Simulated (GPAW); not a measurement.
# Hf (P6_3/mmc) in GPAW: a series of runs

One crystal, Hf, is run at these levels: PBE+D4, PBEsol+D3(BJ), revPBE+D4; tasks: relaxation of cell and atoms.

All numbers are computed with GPAW 26.7.0; they aren't measurements. Logs are shortened: lines on timing, memory, paths and dates and some standing lists are left out, and cuts for length are marked. The log counts tension as positive stress, the text compression.

## Step 1: Starting point

It takes space group P6_3/mmc (No. 194, hexagonal). Conventional cell: a = 3.197 Å, b = 3.197 Å, c = 5.058 Å, α = 90.00°, β = 90.00°, γ = 120.00°. Around Hf (site symmetry -6m2) lie 12 Hf at 3.13 to 3.20 Å.

## Step 2: Relaxation of cell and atoms, PBE+D4

The input, run.py:

```python
from ase.calculators.mixing import SumCalculator
from ase.filters import FrechetCellFilter
from ase.io import read, write
from ase.optimize import LBFGS
from dftd4.ase import DFTD4
from gpaw import GPAW, PW

atoms = read('Hf.xyz')

calc = GPAW(mode=PW(600),
            xc='PBE',
            kpts={'size': (10, 10, 5), 'gamma': True},
            occupations={'name': 'fermi-dirac', 'width': 0.05},
            nbands=24,
            convergence={'density': 1e-05, 'forces': 0.0001},
            maxiter=150,
            txt='gpaw.txt')
atoms.calc = SumCalculator([calc, DFTD4(method='pbe')])
opt = LBFGS(FrechetCellFilter(atoms), trajectory='relax.traj', logfile='-')
done = opt.run(fmax=0.02, steps=60)
calc.write('gs.gpw')
write('result.traj', atoms)
print('Converged:', done)
print('Cell:', atoms.cell.cellpar().round(4))
print('Volume:', round(atoms.get_volume(), 4))
print(atoms.get_scaled_positions().round(5))
```

The input, Hf.xyz:

```xyz
2
Lattice="3.1967000000 0.0000000000 0.0000000000 -1.5983500000 2.7684234083 0.0000000000 0.0000000000 0.0000000000 5.0578000000" Properties=species:S:1:pos:R:3 pbc="T T T"
Hf     1.5983500002      0.9228078027      3.7933500000
Hf    -0.0000000002      1.8456156056      1.2644500000
```

Potentials or basis: GPAW PAW data sets (gpaw-data 1.2.1), pw.

Command:

```sh
$ OMP_NUM_THREADS=1 python run.py
```

gpaw.txt:

```text
__  _  _
 | _ |_)|_||  |
 |__||  | ||/\| - 26.7.0

Input parameters:
  mode=PW(ecut=600.0),
  convergence={'density': 1e-05, 'forces': 0.0001},
  kpts=MonkhorstPack(size=(10, 10, 5), gamma=True),
  maxiter=150,
  nbands=24,
  occupations=Occupations(name='fermi-dirac', width=0.05),
  xc=XC(name='PBE')

Diagonalizing LCAO Hamiltonian
Converting LCAO to pw mode

           Hf

        Hf

Atoms  # Å, Bohr magnetons
|   | symbol |         x |        y |        z |    initial magnetic moments |
|---|--------|-----------|----------|----------|-----------------------------|
| 0 |     Hf |  1.598350 | 0.922808 | 3.793350 | ( 0.0000,  0.0000,  0.0000) |
| 1 |     Hf | -0.000000 | 1.845616 | 1.264450 | ( 0.0000,  0.0000,  0.0000) |

Unit cell  # Å
| periodic |         x |        y |        z |  lengths |     angles |
|----------|-----------|----------|----------|----------|------------|
|      yes |  3.196700 | 0.000000 | 0.000000 | 3.196700 |  90.000000 |
|      yes | -1.598350 | 2.768423 | 0.000000 | 3.196700 |  90.000000 |
|      yes |  0.000000 | 0.000000 | 5.057800 | 5.057800 | 120.000000 |

Number of symmetries: 12
Symmetry operations  # r_c * U_cc + t_c -> r_c
|    | kind |            matrix            |
|----|------|------------------------------|
|  0 |  σ   |  1, 1, 0,  0,-1, 0,  0, 0, 1 |
|  1 |  S6  |  1, 1, 0, -1, 0, 0,  0, 0,-1 |
|  2 |  E   |  1, 0, 0,  0, 1, 0,  0, 0, 1 |
|  3 |  C2  |  1, 0, 0, -1,-1, 0,  0, 0,-1 |
|  4 |  C2  |  0, 1, 0,  1, 0, 0,  0, 0,-1 |
|  5 |  C3  |  0, 1, 0, -1,-1, 0,  0, 0, 1 |
|  6 |  S6  |  0,-1, 0,  1, 1, 0,  0, 0,-1 |
|  7 |  σ   |  0,-1, 0, -1, 0, 0,  0, 0, 1 |
|  8 |  σ   | -1, 0, 0,  1, 1, 0,  0, 0, 1 |
|  9 |  i   | -1, 0, 0,  0,-1, 0,  0, 0,-1 |
| 10 |  C3  | -1,-1, 0,  1, 0, 0,  0, 0, 1 |
| 11 |  C2  | -1,-1, 0,  0, 1, 0,  0, 0,-1 |

BZ-sampling:
  Number of BZ points: 500
  Number of IBZ points: 58

  Monkhorst-Pack size: [10, 10, 5]
  Monkhorst-Pack shift: [0.05, 0.05, 0.0]

K-points  # in reciprocal-cell coordinates
|     |                                coordinates |     weight |
|-----|--------------------------------------------|------------|
|   0 | (  0.00000000,   0.00000000,   0.00000000) | 0.00200000 |
|   1 | (  0.00000000,   0.00000000,   0.20000000) | 0.00400000 |
|   2 | (  0.00000000,   0.00000000,   0.40000000) | 0.00400000 |
|   3 | (  0.10000000,   0.00000000,  -0.40000000) | 0.01200000 |
|   4 | (  0.10000000,   0.00000000,  -0.20000000) | 0.01200000 |
|   5 | (  0.10000000,   0.00000000,   0.00000000) | 0.01200000 |
|   6 | (  0.10000000,   0.00000000,   0.20000000) | 0.01200000 |
|   7 | (  0.10000000,   0.00000000,   0.40000000) | 0.01200000 |
|   8 | (  0.20000000,  -0.10000000,   0.00000000) | 0.01200000 |
|   9 | (  0.20000000,  -0.10000000,   0.20000000) | 0.02400000 |
| ... |                                            |            |
|  57 | (  0.50000000,   0.50000000,   0.40000000) | 0.01200000 |

Plane wave coefficients: 1518
Cutoff: 600.0 eV
[... 115 lines left out ...]
Fermi level: 9.955
Eigenvalues  # (at kpt = [0.000, 0.000, 0.000])
| band index |      eig [eV] | occ [0-2] |
|------------|---------------|-----------|
|          0 |       -51.810 |     2.000 |
|        ... |               |           |
|          2 |       -21.136 |     2.000 |
|          3 |       -20.397 |     2.000 |
|          4 |       -20.397 |     2.000 |
|          5 |       -20.276 |     2.000 |
|          6 |       -20.270 |     2.000 |
|          7 |       -20.270 |     2.000 |
[... 8 lines left out ...]
|         16 |        12.605 |     0.000 |
|         17 |        12.605 |     0.000 |
|        ... |               |           |
|         23 |        27.627 |     0.000 |

No gap
No difference between direct/indirect transitions

Stress tensor  # eV/Ang^3
|         x |         y |         z |
|-----------|-----------|-----------|
| -0.006615 |  0.000000 |  0.000000 |
|  0.000000 | -0.006615 |  0.000000 |
|  0.000000 |  0.000000 | -0.003722 |

Forces  # eV/Ang
|        x |       y |        z |
|----------|---------|----------|
| -0.00000 | 0.00000 |  0.00000 |  # Hf   0
|  0.00000 | 0.00000 | -0.00000 |  # Hf   1

Interpolating wave functions to new cell

           Hf

        Hf

Atoms  # Å, Bohr magnetons
|   | symbol |         x |        y |        z |    initial magnetic moments |
|---|--------|-----------|----------|----------|-----------------------------|
| 0 |     Hf |  1.597648 | 0.922402 | 3.789910 | ( 0.0000,  0.0000,  0.0000) |
| 1 |     Hf | -0.000000 | 1.844805 | 1.263303 | ( 0.0000,  0.0000,  0.0000) |

Unit cell  # Å
| periodic |         x |         y |         z |  lengths |     angles |
|----------|-----------|-----------|-----------|----------|------------|
|      yes |  3.195296 | -0.000000 |  0.000000 | 3.195296 |  90.000000 |
|      yes | -1.597648 |  2.767207 | -0.000000 | 3.195296 |  90.000000 |
|      yes |  0.000000 |  0.000000 |  5.053213 | 5.053213 | 120.000000 |

Number of symmetries: 12
Symmetry operations  # r_c * U_cc + t_c -> r_c
|    | kind |            matrix            |
|----|------|------------------------------|
|  0 |  σ   |  1, 1, 0,  0,-1, 0,  0, 0, 1 |
|  1 |  S6  |  1, 1, 0, -1, 0, 0,  0, 0,-1 |
|  2 |  E   |  1, 0, 0,  0, 1, 0,  0, 0, 1 |
|  3 |  C2  |  1, 0, 0, -1,-1, 0,  0, 0,-1 |
|  4 |  C2  |  0, 1, 0,  1, 0, 0,  0, 0,-1 |
|  5 |  C3  |  0, 1, 0, -1,-1, 0,  0, 0, 1 |
|  6 |  S6  |  0,-1, 0,  1, 1, 0,  0, 0,-1 |
|  7 |  σ   |  0,-1, 0, -1, 0, 0,  0, 0, 1 |
|  8 |  σ   | -1, 0, 0,  1, 1, 0,  0, 0, 1 |
|  9 |  i   | -1, 0, 0,  0,-1, 0,  0, 0,-1 |
| 10 |  C3  | -1,-1, 0,  1, 0, 0,  0, 0, 1 |
| 11 |  C2  | -1,-1, 0,  0, 1, 0,  0, 0,-1 |

BZ-sampling:
  Number of BZ points: 500
  Number of IBZ points: 58

  Monkhorst-Pack size: [10, 10, 5]
  Monkhorst-Pack shift: [0.05, 0.05, 0.0]

K-points  # in reciprocal-cell coordinates
|     |                                coordinates |     weight |
|-----|--------------------------------------------|------------|
|   0 | (  0.00000000,   0.00000000,   0.00000000) | 0.00200000 |
|   1 | (  0.00000000,   0.00000000,   0.20000000) | 0.00400000 |
|   2 | (  0.00000000,   0.00000000,   0.40000000) | 0.00400000 |
|   3 | (  0.10000000,   0.00000000,  -0.40000000) | 0.01200000 |
|   4 | (  0.10000000,   0.00000000,  -0.20000000) | 0.01200000 |
|   5 | (  0.10000000,   0.00000000,   0.00000000) | 0.01200000 |
|   6 | (  0.10000000,   0.00000000,   0.20000000) | 0.01200000 |
|   7 | (  0.10000000,   0.00000000,   0.40000000) | 0.01200000 |
|   8 | (  0.20000000,  -0.10000000,   0.00000000) | 0.01200000 |
|   9 | (  0.20000000,  -0.10000000,   0.20000000) | 0.02400000 |
| ... |                                            |            |
|  57 | (  0.50000000,   0.50000000,   0.40000000) | 0.01200000 |

Plane wave coefficients: 1508
Cutoff: 600.0 eV
[... 112 lines left out ...]
Fermi level: 9.976
Eigenvalues  # (at kpt = [0.000, 0.000, 0.000])
| band index |      eig [eV] | occ [0-2] |
|------------|---------------|-----------|
|          0 |       -51.784 |     2.000 |
|        ... |               |           |
|          2 |       -21.114 |     2.000 |
|          3 |       -20.370 |     2.000 |
|          4 |       -20.370 |     2.000 |
|          5 |       -20.248 |     2.000 |
|          6 |       -20.243 |     2.000 |
|          7 |       -20.243 |     2.000 |
[... 8 lines left out ...]
|         16 |        12.627 |     0.000 |
|         17 |        12.627 |     0.000 |
|        ... |               |           |
|         23 |        27.674 |     0.000 |

No gap
No difference between direct/indirect transitions

Stress tensor  # eV/Ang^3
|         x |         y |         z |
|-----------|-----------|-----------|
| -0.007716 | -0.000000 |  0.000000 |
| -0.000000 | -0.007716 | -0.000000 |
|  0.000000 | -0.000000 | -0.005294 |

Forces  # eV/Ang
|       x |        y |        z |
|---------|----------|----------|
| 0.00000 | -0.00000 | -0.00000 |  # Hf   0
| 0.00000 |  0.00000 |  0.00000 |  # Hf   1

Interpolating wave functions to new cell

           Hf

        Hf

Atoms  # Å, Bohr magnetons
|   | symbol |         x |        y |        z |    initial magnetic moments |
|---|--------|-----------|----------|----------|-----------------------------|
| 0 |     Hf |  1.596246 | 0.921593 | 3.781744 | ( 0.0000,  0.0000,  0.0000) |
| 1 |     Hf | -0.000000 | 1.843186 | 1.260581 | ( 0.0000,  0.0000,  0.0000) |

Unit cell  # Å
| periodic |         x |         y |        z |  lengths |     angles |
|----------|-----------|-----------|----------|----------|------------|
|      yes |  3.192492 | -0.000000 | 0.000000 | 3.192492 |  90.000000 |
|      yes | -1.596246 |  2.764779 | 0.000000 | 3.192492 |  90.000000 |
|      yes |  0.000000 |  0.000000 | 5.042325 | 5.042325 | 120.000000 |

Number of symmetries: 12
Symmetry operations  # r_c * U_cc + t_c -> r_c
|    | kind |            matrix            |
|----|------|------------------------------|
|  0 |  σ   |  1, 1, 0,  0,-1, 0,  0, 0, 1 |
|  1 |  S6  |  1, 1, 0, -1, 0, 0,  0, 0,-1 |
|  2 |  E   |  1, 0, 0,  0, 1, 0,  0, 0, 1 |
|  3 |  C2  |  1, 0, 0, -1,-1, 0,  0, 0,-1 |
|  4 |  C2  |  0, 1, 0,  1, 0, 0,  0, 0,-1 |
|  5 |  C3  |  0, 1, 0, -1,-1, 0,  0, 0, 1 |
|  6 |  S6  |  0,-1, 0,  1, 1, 0,  0, 0,-1 |
|  7 |  σ   |  0,-1, 0, -1, 0, 0,  0, 0, 1 |
|  8 |  σ   | -1, 0, 0,  1, 1, 0,  0, 0, 1 |
|  9 |  i   | -1, 0, 0,  0,-1, 0,  0, 0,-1 |
| 10 |  C3  | -1,-1, 0,  1, 0, 0,  0, 0, 1 |
| 11 |  C2  | -1,-1, 0,  0, 1, 0,  0, 0,-1 |

BZ-sampling:
  Number of BZ points: 500
  Number of IBZ points: 58

  Monkhorst-Pack size: [10, 10, 5]
  Monkhorst-Pack shift: [0.05, 0.05, 0.0]

K-points  # in reciprocal-cell coordinates
|     |                                coordinates |     weight |
|-----|--------------------------------------------|------------|
|   0 | (  0.00000000,   0.00000000,   0.00000000) | 0.00200000 |
|   1 | (  0.00000000,   0.00000000,   0.20000000) | 0.00400000 |
|   2 | (  0.00000000,   0.00000000,   0.40000000) | 0.00400000 |
|   3 | (  0.10000000,   0.00000000,  -0.40000000) | 0.01200000 |
|   4 | (  0.10000000,   0.00000000,  -0.20000000) | 0.01200000 |
|   5 | (  0.10000000,   0.00000000,   0.00000000) | 0.01200000 |
|   6 | (  0.10000000,   0.00000000,   0.20000000) | 0.01200000 |
|   7 | (  0.10000000,   0.00000000,   0.40000000) | 0.01200000 |
|   8 | (  0.20000000,  -0.10000000,   0.00000000) | 0.01200000 |
|   9 | (  0.20000000,  -0.10000000,   0.20000000) | 0.02400000 |
| ... |                                            |            |
|  57 | (  0.50000000,   0.50000000,   0.40000000) | 0.01200000 |

Plane wave coefficients: 1504
Cutoff: 600.0 eV
[... 113 lines left out ...]
Fermi level: 10.021
Eigenvalues  # (at kpt = [0.000, 0.000, 0.000])
| band index |      eig [eV] | occ [0-2] |
|------------|---------------|-----------|
|          0 |       -51.726 |     2.000 |
|        ... |               |           |
|          2 |       -21.066 |     2.000 |
|          3 |       -20.313 |     2.000 |
|          4 |       -20.313 |     2.000 |
|          5 |       -20.186 |     2.000 |
|          6 |       -20.182 |     2.000 |
|          7 |       -20.182 |     2.000 |
[... 8 lines left out ...]
|         16 |        12.672 |     0.000 |
|         17 |        12.672 |     0.000 |
|        ... |               |           |
|         23 |        26.019 |     0.000 |

No gap
No difference between direct/indirect transitions

Stress tensor  # eV/Ang^3
|         x |         y |         z |
|-----------|-----------|-----------|
| -0.010087 | -0.000000 |  0.000000 |
| -0.000000 | -0.010087 |  0.000000 |
|  0.000000 |  0.000000 | -0.008931 |

Forces  # eV/Ang
|        x |       y |        z |
|----------|---------|----------|
| -0.00000 | 0.00000 | -0.00004 |  # Hf   0
|  0.00000 | 0.00000 |  0.00004 |  # Hf   1

# Writing to gs.gpw (mode='')
```

Run time: 82 s. Hardware: 1 thread of Arm Neoverse V1, shared host; peak memory 0.27 GiB.

What came out:

| Quantity | Value |
| --- | --- |
| Free energy | -15.4552 eV |
| Relaxed volume | 22.25 Å³/atom |
| Relaxed cell | a = 3.192 Å, b = 3.192 Å, c = 5.042 Å, α = 90.00°, β = 90.00°, γ = 120.00° |
| Space group after relaxing (to 0.05 Å) | P6_3/mmc (No. 194) |
| Energy gained by relaxing | 0.4 meV/atom |
| Ionic steps | 3 |
| Pressure after relaxing | 0.0 GPa |
| Band gap on the k mesh | none (metal or under the smearing width) |
| Dispersion energy per atom | -0.210 eV |

Stress tensor (GPa, compression positive):
```
 0.10  0.00  0.00
 0.00  0.10  0.00
 0.00  0.00 -0.09
```

Step by step:
```csv
step,energy change (eV),largest force (eV/Å),pressure (GPa),volume (Å³)
1,0.0000,0.0000,-0.60,44.76
2,-0.0003,0.0000,-0.40,44.68
3,-0.0007,0.0000,0.04,44.51
```

Final structure:
```yaml
crystal:
  lattice:
    - [3.19249, 0.00000, 0.00000]
    - [-1.59625, 2.76478, 0.00000]
    - [0.00000, 0.00000, 5.04233]
  atoms:
    - { symbol: Hf, position: [0.66667, 0.33333, 0.75000] }
    - { symbol: Hf, position: [0.33333, 0.66667, 0.25000] }
```

Caveat: later steps reuse the first step's grids; pairwise dispersion overbinds metals, which lowers pressure and volume. The run has no spin-orbit coupling, so splittings on Hf are missing.

## Step 3: Relaxation of cell and atoms, PBEsol+D3(BJ)

The input, run.py:

```python
from ase.calculators.mixing import SumCalculator
from ase.filters import FrechetCellFilter
from ase.io import read, write
from ase.optimize import BFGS
from dftd3.ase import DFTD3
from gpaw import GPAW, PW, setup_paths

setup_paths.insert(0, '.')

atoms = read('Hf.xyz')

calc = GPAW(mode=PW(600),
            xc='PBEsol',
            kpts={'size': (10, 10, 5), 'gamma': True},
            occupations={'name': 'fermi-dirac', 'width': 0.05},
            nbands=24,
            convergence={'density': 1e-05, 'forces': 0.0001},
            maxiter=150,
            txt='gpaw.txt')
atoms.calc = SumCalculator([calc, DFTD3(method='pbesol', damping='d3bj')])
opt = BFGS(FrechetCellFilter(atoms), trajectory='relax.traj', logfile='-')
done = opt.run(fmax=0.05, steps=40)
calc.write('gs.gpw')
write('result.traj', atoms)
print('Converged:', done)
print('Cell:', atoms.cell.cellpar().round(4))
print('Volume:', round(atoms.get_volume(), 4))
print(atoms.get_scaled_positions().round(5))
```

Hf.xyz is that of step 2.

Potentials or basis: PAW data sets generated in the run's folder for this functional, pw.

Command:

```sh
$ gpaw-setup -f PBEsol Hf
$ OMP_NUM_THREADS=1 python run.py
```

It took 98 s on 1 thread of Arm Neoverse V1, shared host; peak memory 0.27 GiB.

Results (log left out):

```yaml
Free_energy: -17.2413 eV
Relaxed_volume: 20.88 Å³/atom
Relaxed_cell: a = 3.125 Å, b = 3.125 Å, c = 4.937 Å, α = 90.00°, β = 90.00°, γ = 120.00°
Space_group_after_relaxing_to_0.05_Å: P6_3/mmc (No. 194)
Energy_gained_by_relaxing: 35.1 meV/atom
Ionic_steps: 3
Pressure_after_relaxing: 0.3 GPa
Band_gap_on_the_k_mesh: none (metal or under the smearing width)
Dispersion_energy_per_atom: -0.549 eV
```

Stress tensor (GPa, compression positive):
```
0.24 0.00 0.00
0.00 0.24 0.00
0.00 0.00 0.34
```

Step by step:
| step | energy change (eV) | largest force (eV/Å) | pressure (GPa) | volume (Å³) |
| --- | --- | --- | --- | --- |
| 1 | 0.0000 | 0.0000 | -7.22 | 44.76 |
| 2 | -0.0373 | 0.0000 | -5.08 | 43.80 |
| 3 | -0.0702 | 0.0000 | 0.27 | 41.76 |

Final structure:
```xyz
2
Lattice="3.1253 0.0000 0.0000 -1.5626 2.7066 0.0000 0.0000 0.0000 4.9373" Properties=species:S:1:pos:R:3 pbc="T T T"
Hf    1.5626    0.9022    3.7030
Hf    0.0000    1.8044    1.2343
```

Levels at points of the mesh, in eV from the Fermi level:
```csv
k point,band 9,band 10,band 11,band 12,band 13,band 14,band 15,band 16
"(0.00, 0.00, 0.00)",-7.55,-3.88,0.95,1.20,1.20,1.53,2.10,2.10
"(0.50, 0.50, 0.00)",-3.43,-2.98,-2.42,-0.65,0.77,0.99,1.83,6.35
```

Caveat: later steps reuse the first step's grids; pairwise dispersion overbinds metals, which lowers pressure and volume.

(Part 1 of 2 ends here.)
